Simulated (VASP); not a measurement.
# CuO: elastic constants with r2SCAN

Crystal: CuO.

```
Cu O
1.0
     2.55255    0.00000    0.00000
     0.00000    2.55255    0.00000
     0.00000    0.00000    2.55255
Cu O
1 1
Cartesian
  0.0000 0.0000 0.0000
  1.2763 1.2763 1.2763
```

Measurements of this composition are mostly on another form, of space group No. 15.

| Quantity | Value |
| --- | --- |
| Program | VASP 6.6.1 |
| Task | elastic constants |
| Functional | r2SCAN |
| Potentials or basis | VASP PAW PBE potentials, release 64 (Cu, O) |
| Cutoff | 600 eV |
| k mesh | 7 × 7 × 7 |
| Occupations | gaussian, width 0.05 eV |
| Spin | no spin polarisation |
| Ions in elastic constants | relaxed |
| Further INCAR settings | ALGO = Normal; EDIFF = 1e-08; IBRION = 6; POTIM = 0.015; NSW = 1; ISIF = 3 |

The relaxed volume is 8.77 Å³/atom and the relaxed cell is a = 2.599 Å, b = 2.599 Å, c = 2.599 Å, α = 90.00°, β = 90.00°, γ = 90.00°. The space group after relaxing (to 0.05 Å) is Pm-3m (No. 221). The elastic constants C11, C12, C44 are 445, 82, -52 GPa and the voigt bulk modulus is 203 GPa. The highest phonon frequency at Γ, LO-TO splitting left out is 178 cm⁻¹.

The path:
```csv
step,energy change (eV),largest force (eV/Å),pressure (GPa),volume (Å³)
1,0.0000,0.0000,12.24,16.63
2,-0.0188,0.0000,-6.71,18.21
3,-0.0331,0.0000,-0.03,17.55
```

Final structure:
```yaml
crystal:
  lattice:
    - [2.59866, 0.00000, 0.00000]
    - [0.00000, 2.59866, 0.00000]
    - [0.00000, 0.00000, 2.59866]
  atoms:
    - { symbol: Cu, position: [0.00000, 0.00000, 0.00000] }
    - { symbol: O, position: [0.50000, 0.50000, 0.50000] }
```

Phonon frequencies in cm⁻¹ (negative: imaginary):
```
              q point           frequencies
(0.000, 0.000, 0.000)  -5 -5 -5 178 178 178
```

Elastic tensor in Voigt notation (GPa, in the Cartesian axes of the cell as first typed):
```
445  82  82   0   0   0
 82 445  82   0   0   0
 82  82 445   0   0   0
  0   0   0 -52   0   0
  0   0   0   0 -52   0
  0   0   0   0   0 -52
```

Clamped-ion elastic tensor (GPa):
```
445  82  82   0   0   0
 82 445  82   0   0   0
 82  82 445   0   0   0
  0   0   0 -52   0   0
  0   0   0   0 -52   0
  0   0   0   0   0 -52
```

Wall time 12 min on 1 thread of Intel(R) Xeon(R) Platinum 8259CL CPU @ 2.50GHz (Skylake/Cascade Lake), with other jobs on the host, peak memory 0.19 GiB.

Caveat: the elastic tensor has a negative eigenvalue, so either the cell is unstable as it stands or the mesh is too thin; the PAW data sets were made with another functional, which shifts forces and pressure a little; the run has no spin polarisation, though such a crystal can be magnetic.
